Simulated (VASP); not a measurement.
Write the native input for VASP 6.6.1 that does the following.

```
Task                   : relaxation of cell and atoms
Functional             : PBEsol
Potentials or basis    : VASP PAW PBE potentials, release 64 (Hf_pv)
Cutoff                 : 520 eV
k mesh                 : 4 × 4 × 4
Occupations            : gaussian, width 0.1 eV
Spin                   : no spin polarisation
Target pressure        : 30 GPa
Further INCAR settings : ALGO = Normal; EDIFF = 1e-07; IBRION = 2; EDIFFG = -0.002; NSW = 80; ISIF = 3
Target pressure        : 30 GPa
```

The structure of Hf lies in POSCAR:

```
Hf                                      
1.0
   -1.5783666462      1.5783666462      1.5783666462
    1.5783666462     -1.5783666462      1.5783666462
    1.5783666462      1.5783666462     -1.5783666462
  Hf            
     1
Direct
     0.0000000000000000    0.0000000000000000    0.0000000000000000
```

This isn't the form of Hf at room conditions, which is hcp.

The input as run:

INCAR

```
PREC = Accurate
ENCUT = 520
EDIFF = 1E-7
ISMEAR = 0
SIGMA = 0.1
LREAL = False
LASPH = True
NELM = 100
ALGO = Normal
ISIF = 3
LWAVE = False
LCHARG = False
GGA = PS
IBRION = 2
NSW = 80
EDIFFG = -0.002
PSTRESS = 300.0
```

KPOINTS

```
Automatic mesh
0
Gamma
  4 4 4
```

Potentials or basis: VASP PAW PBE potentials, release 64 (Hf_pv).

Command:

```console
$ cat potpaw_PBE.64/Hf_pv/POTCAR > POTCAR
$ mpirun -np 1 vasp_std > vasp.out
```

It gave:

```yaml
Relaxed_volume: 17.53 Å³/atom
Relaxed_cell: a = 2.834 Å, b = 2.834 Å, c = 2.834 Å, α = 109.47°, β = 109.47°, γ = 109.47°
Space_group_after_relaxing_to_0.05_Å: Im-3m (No. 229)
Energy_change_on_relaxing_the_enthalpy_is_what_falls: -428.3 meV/atom
Ionic_steps: 21
Pressure_after_relaxing: 30.0 GPa
Band_gap_on_the_k_mesh: none (metal or under the smearing width)
```

Caveat: the k mesh is coarse (spacing up to 0.70 Å⁻¹), so the values aren't converged; the cell is relaxed towards a set pressure, so the enthalpy falls and the energy may rise; the PAW data sets were made with another functional, which shifts forces and pressure a little.

Run time: 19 s on 1 thread of AMD EPYC 7R13 Processor (Zen 3), on a shared host, peak memory 0.1 GiB.
